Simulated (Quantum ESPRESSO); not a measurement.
# Te2Mo (P6_3/mmc) in Quantum ESPRESSO: settings compared, part 2 of 2

Quantum ESPRESSO 7.5.

### 4 Single point, LDA, 23.47 Å³/atom

The input, pw.in:

```
&CONTROL
  calculation = 'scf'
  prefix = 'pwscf'
  outdir = './tmp'
  pseudo_dir = './pseudo'
  tstress = .true.
  disk_io = 'nowf'
/
&SYSTEM
  ibrav = 0
  nat = 6
  ntyp = 2
  ecutwfc = 45
  ecutrho = 360
  nbnd = 36
  occupations = 'smearing'
  smearing = 'fd'
  degauss = 0.00367493
/
&ELECTRONS
  conv_thr = 1.2d-09
  electron_maxstep = 120
  mixing_beta = 0.5
/
ATOMIC_SPECIES
Te   127.6000 te_lda_v1.uspp.F.UPF
Mo    95.9500 mo_lda_v1.uspp.F.UPF
CELL_PARAMETERS angstrom
   3.4463798477    0.0000000000    0.0000000000
  -1.7231899238    2.9846524992    0.0000000000
   0.0000000000    0.0000000000   13.6883444487
ATOMIC_POSITIONS crystal
Te     0.6666666667    0.3333333333    0.3790000000
Te     0.3333333333    0.6666666667    0.8790000000
Te     0.6666666667    0.3333333333    0.1210000000
Te     0.3333333333    0.6666666667    0.6210000000
Mo     0.6666666667    0.3333333333    0.7500000000
Mo     0.3333333333    0.6666666667    0.2500000000
K_POINTS automatic
9 9 2 0 0 0
```

Potentials or basis: GBRV 1.5 LDA.

On the command line:

```console
$ OMP_NUM_THREADS=1 mpirun -n 2 pw.x -nk 2 -in pw.in > pw.out
```

pw.out:

```text
This program is part of the open-source Quantum ESPRESSO suite
     for quantum simulation of materials; please cite
[... 13 lines left out ...]
     --------------------
     sticks:   dense  smooth     PW     G-vecs:    dense   smooth      PW
     Sum        1045     517    163               109645    38631    6403

     Using Slab Decomposition

     bravais-lattice index     =            0
     lattice parameter (alat)  =       6.5127  a.u.
     unit-cell volume          =     950.1768 (a.u.)^3
     number of atoms/cell      =            6
     number of atomic types    =            2
     number of electrons       =        52.00
     number of Kohn-Sham states=           36
     kinetic-energy cutoff     =      45.0000  Ry
     charge density cutoff     =     360.0000  Ry
     scf convergence threshold =      1.2E-09
     mixing beta               =       0.5000
     number of iterations used =            8  plain     mixing
[... 180 lines left out ...]
          k = 0.0000 0.0000 0.0000 (  4789 PWs)   bands (ev):

   -49.9355 -49.9355 -24.2107 -24.2106 -24.0285 -24.0285 -24.0285 -24.0285
    -2.8089  -2.4566  -1.8567  -1.2872   4.4255   5.8218   7.3656   8.7168
     8.7168   8.7293   8.7293   9.4999   9.5913   9.5913   9.6302   9.6302
    10.4552  10.8069  13.8465  13.8465  13.9679  13.9679  14.0937  14.0937
    14.3972  14.3972  16.7705  17.0529
[... 179 lines left out ...]
   -49.9200 -49.9200 -24.1669 -24.1669 -24.1602 -24.1602 -24.1363 -24.1363
    -0.0284  -0.0284   0.1663   0.1663   5.5340   5.5340   5.7450   5.7450
     6.3772   6.3772   6.8701   6.8701   7.8619   7.8619   8.6430   8.6430
    10.4446  10.4446  11.7549  11.7549  12.3042  12.3042  13.2783  13.2783
    14.5878  14.5878  15.8327  15.8327

     the Fermi energy is    11.1090 ev

!    total energy              =    -385.26393501 Ry
     estimated scf accuracy    <          1.4E-10 Ry
     smearing contrib. (-TS)   =      -0.00000469 Ry
     internal energy E=F+TS    =    -385.26393032 Ry

     The total energy is F=E-TS. E is the sum of the following terms:
     one-electron contribution =    -183.08443820 Ry
     hartree contribution      =     113.96615798 Ry
     xc contribution           =     -96.70070265 Ry
     ewald contribution        =    -219.44494745 Ry

     convergence has been achieved in  12 iterations

     Computing stress (Cartesian axis) and pressure

          total   stress  (Ry/bohr**3)                   (kbar)     P=       52.27
   0.00031252  -0.00000000   0.00000000           45.97       -0.00        0.00
  -0.00000000   0.00031252   0.00000000           -0.00       45.97        0.00
   0.00000000   0.00000000   0.00044094            0.00        0.00       64.86

=------------------------------------------------------------------------------=
   JOB DONE.
=------------------------------------------------------------------------------=
```

Wall time 59 s (2 MPI ranks of Arm Neoverse V1, shared host); peak memory 0.58 GiB.

What came out:

```yaml
Free_energy: -5241.7829 eV
Pressure: 5.2 GPa
Band_gap_on_the_k_mesh: 0.65 eV, indirect (least direct gap 1.12 eV)
```

Caveat: spin-orbit coupling is left out, which moves the levels of the heavy elements; an odd mesh through Γ misses points on the zone boundary, where band edges often lie.

### 5 Single point, LDA, 23.97 Å³/atom

Changes to pw.in since step 4:

```diff
@@ -28,5 +28,5 @@
 CELL_PARAMETERS angstrom
-   3.4463798477    0.0000000000    0.0000000000
-  -1.7231899238    2.9846524992    0.0000000000
-   0.0000000000    0.0000000000   13.6883444487
+   3.4706509280    0.0000000000    0.0000000000
+  -1.7353254640    3.0056718713    0.0000000000
+   0.0000000000    0.0000000000   13.7847444167
 ATOMIC_POSITIONS crystal
```

On the command line:

```console
$ OMP_NUM_THREADS=1 mpirun -n 2 pw.x -nk 2 -in pw.in > pw.out
```

Run time: 65 s. Hardware: 2 MPI ranks of Arm Neoverse V1, shared host; peak memory 0.6 GiB.

Results (log left out):

```yaml
Free_energy: -5241.8570 eV
Pressure: 2.5 GPa
Band_gap_on_the_k_mesh: 0.67 eV, indirect (least direct gap 1.09 eV)
```

Caveat: spin-orbit coupling is left out, which moves the levels of the heavy elements; an odd mesh through Γ misses points on the zone boundary, where band edges often lie.

### 6 Single point, LDA, 24.47 Å³/atom

Changes to pw.in since step 5:

```diff
@@ -28,5 +28,5 @@
 CELL_PARAMETERS angstrom
-   3.4706509280    0.0000000000    0.0000000000
-  -1.7353254640    3.0056718713    0.0000000000
-   0.0000000000    0.0000000000   13.7847444167
+   3.4945872080    0.0000000000    0.0000000000
+  -1.7472936040    3.0264012979    0.0000000000
+   0.0000000000    0.0000000000   13.8798146239
 ATOMIC_POSITIONS crystal
```

Potentials or basis: GBRV 1.5 LDA.

On the command line:

```console
$ OMP_NUM_THREADS=1 mpirun -n 2 pw.x -nk 2 -in pw.in > pw.out
```

Wall time 60 s (2 MPI ranks of Arm Neoverse V1, shared host); peak memory 0.6 GiB.

Results (log left out):

| Quantity | Value |
| --- | --- |
| Free energy | -5241.8833 eV |
| Pressure | 0.1 GPa |
| Band gap on the k mesh | 0.69 eV, indirect (least direct gap 1.06 eV) |

Caveat: spin-orbit coupling is left out, which moves the levels of the heavy elements; an odd mesh through Γ misses points on the zone boundary, where band edges often lie.

### 7 Single point, LDA, 24.96 Å³/atom

Changes to pw.in since step 6:

```diff
@@ -28,5 +28,5 @@
 CELL_PARAMETERS angstrom
-   3.4945872080    0.0000000000    0.0000000000
-  -1.7472936040    3.0264012979    0.0000000000
-   0.0000000000    0.0000000000   13.8798146239
+   3.5182000000    0.0000000000    0.0000000000
+  -1.7591000000    3.0468505756    0.0000000000
+   0.0000000000    0.0000000000   13.9736000000
 ATOMIC_POSITIONS crystal
```

On the command line:

```console
$ OMP_NUM_THREADS=1 mpirun -n 2 pw.x -nk 2 -in pw.in > pw.out
```

Wall time 60 s (2 MPI ranks of Arm Neoverse V1, shared host); peak memory 0.62 GiB.

It converged, with:

```
Free energy            : -5241.8667 eV
Pressure               : -2.1 GPa
Band gap on the k mesh : 0.70 eV, indirect (least direct gap 1.03 eV)
```

Caveat: spin-orbit coupling is left out, which moves the levels of the heavy elements; an odd mesh through Γ misses points on the zone boundary, where band edges often lie.

### 8 Single point, LDA, 25.46 Å³/atom

Changes to pw.in since step 7:

```diff
@@ -28,5 +28,5 @@
 CELL_PARAMETERS angstrom
-   3.5182000000    0.0000000000    0.0000000000
-  -1.7591000000    3.0468505756    0.0000000000
-   0.0000000000    0.0000000000   13.9736000000
+   3.5415000168    0.0000000000    0.0000000000
+  -1.7707500084    3.0670289820    0.0000000000
+   0.0000000000    0.0000000000   14.0661430943
 ATOMIC_POSITIONS crystal
```

On the command line:

```console
$ OMP_NUM_THREADS=1 mpirun -n 2 pw.x -nk 2 -in pw.in > pw.out
```

Wall time 60 s (2 MPI ranks of Arm Neoverse V1, shared host); peak memory 0.62 GiB.

It converged, with:

- Free energy: -5241.8120 eV
- Pressure: -4.0 GPa
- Band gap on the k mesh: 0.72 eV, indirect (least direct gap 1.00 eV)

Caveat: spin-orbit coupling is left out, which moves the levels of the heavy elements; an odd mesh through Γ misses points on the zone boundary, where band edges often lie.

### 9 Single point, LDA, 25.96 Å³/atom

Changes to pw.in since step 8:

```diff
@@ -28,5 +28,5 @@
 CELL_PARAMETERS angstrom
-   3.5415000168    0.0000000000    0.0000000000
-  -1.7707500084    3.0670289820    0.0000000000
-   0.0000000000    0.0000000000   14.0661430943
+   3.5644974145    0.0000000000    0.0000000000
+  -1.7822487073    3.0869453127    0.0000000000
+   0.0000000000    0.0000000000   14.1574842452
 ATOMIC_POSITIONS crystal
```

Potentials or basis: GBRV 1.5 LDA.

On the command line:

```console
$ OMP_NUM_THREADS=1 mpirun -n 2 pw.x -nk 2 -in pw.in > pw.out
```

Run time: 62 s. Hardware: 2 MPI ranks of Arm Neoverse V1, shared host; peak memory 0.64 GiB.

The run converged. Its results:

* Free energy: -5241.7233 eV
* Pressure: -5.7 GPa
* Band gap on the k mesh: 0.73 eV, indirect (least direct gap 0.98 eV)

Caveat: spin-orbit coupling is left out, which moves the levels of the heavy elements; an odd mesh through Γ misses points on the zone boundary, where band edges often lie.

### 10 Single point, LDA, 26.46 Å³/atom

Changes to pw.in since step 9:

```diff
@@ -28,5 +28,5 @@
 CELL_PARAMETERS angstrom
-   3.5644974145    0.0000000000    0.0000000000
-  -1.7822487073    3.0869453127    0.0000000000
-   0.0000000000    0.0000000000   14.1574842452
+   3.5872018318    0.0000000000    0.0000000000
+  -1.7936009159    3.1066079149    0.0000000000
+   0.0000000000    0.0000000000   14.2476617354
 ATOMIC_POSITIONS crystal
```

On the command line:

```console
$ OMP_NUM_THREADS=1 mpirun -n 2 pw.x -nk 2 -in pw.in > pw.out
```

Wall time 62 s (2 MPI ranks of Arm Neoverse V1, shared host); peak memory 0.66 GiB.

Results (log left out):

| Quantity | Value |
| --- | --- |
| Free energy | -5241.6042 eV |
| Pressure | -7.2 GPa |
| Band gap on the k mesh | 0.74 eV, indirect (least direct gap 0.95 eV) |

Caveat: spin-orbit coupling is left out, which moves the levels of the heavy elements; an odd mesh through Γ misses points on the zone boundary, where band edges often lie.

### 11 Equation of state, LDA

This step only gathers the single runs of the series.

Results:

* Equilibrium volume: 24.51 Å³/atom
* Bulk modulus at fixed shape and positions: 111 GPa
* Pressure derivative of the bulk modulus: 4.6

Energy against volume, from the lowest point:
```
volume (Å³/atom)  energy (meV/atom)
          23.467              16.74
          23.966               4.38
          24.466               0.00
          24.965               2.77
          25.464              11.88
          25.963              26.66
          26.463              46.51
```

Caveat: the cell was scaled at fixed shape and fractional positions, which overstates the stiffness of a crystal with free parameters, most of all of layers and chains. Spin-orbit coupling is left out, which matters for the levels of Te.

### 12 The reference run

An earlier run on the cell as given: functional PBEsol; potentials or basis GBRV 1.5 PBEsol; cutoff 612 eV; density cutoff 4898 eV; k mesh 9 × 9 × 2; occupations fermi-dirac, width 0.05 eV; no spin polarisation.

- Pressure: -0.3 GPa
- Largest force: 0.040 eV/Å
- Band gap on the k mesh: 0.70 eV, indirect (least direct gap 1.03 eV)

### 13 The runs side by side

| task | level | potentials or basis | cutoff (eV) | symmetry | SCF threshold | form of the LDA correlation | gap on the mesh (eV) | pressure (GPa) | largest force (eV/Å) |
| --- | --- | --- | --- | --- | --- | --- | --- | --- | --- |
| band structure | r2SCAN | SG15 PBE 1.2 | 952 | off | 1e-08 Ry | - | 0.93 | 1.4 | 0.25 |
| band structure | PBEsol | GBRV 1.5 PBEsol | 612 | - | 1.2e-09 Ry | - | 0.70 | -0.3 | 0.04 |
| equation of state | LDA | GBRV 1.5 LDA | 612 | - | 1.2e-09 Ry | PZ81 | - | - | - |
| single point | PBEsol | GBRV 1.5 PBEsol | 612 | - | 1.2e-09 Ry | - | 0.70 | -0.3 | 0.04 |

Alike in all rows: no spin polarisation; cell as given; k mesh 9 × 9 × 2; smearing fermi-dirac 0.05 eV.

Caveats: spin-orbit coupling is left out, which moves the levels of the heavy elements (some runs); this functional lacks dispersion, which binds the layers, so the pressure and a relaxed spacing across them are unreliable (some runs); the potentials were made for another functional, which shifts forces and pressure (some runs); the cell was scaled at fixed shape and fractional positions, which overstates the stiffness of a crystal with free parameters, most of all of layers and chains (some runs); an odd mesh through Γ misses points on the zone boundary, where band edges often lie (some runs).

Total energies depend on the potentials used, so only differences within one code and one set of settings carry meaning.

### 14 Against experiment

Step 2. A measured gap of Te2Mo is 0.88 eV (indirect; 300 K; quoted in “Broadband infrared study of pressure-tunable Fano resonance and metallization transition in 2H-MoTe2”, 2022, pmc:9569381); the calculated 0.87 eV misses it by -0.01 eV. Spin-orbit coupling on Mo, Te is left out. The value is that of r2SCAN, without temperature or zero-point motion.

Step 3. A measured gap of Te2Mo is 0.88 eV (indirect; 300 K; quoted in “Broadband infrared study of pressure-tunable Fano resonance and metallization transition in 2H-MoTe2”, 2022, pmc:9569381); the calculated 0.65 eV misses it by -0.23 eV. Spin-orbit coupling on Mo, Te is left out. The value is that of PBEsol, without temperature or zero-point motion. Semilocal functionals fall short of measured gaps as a rule.
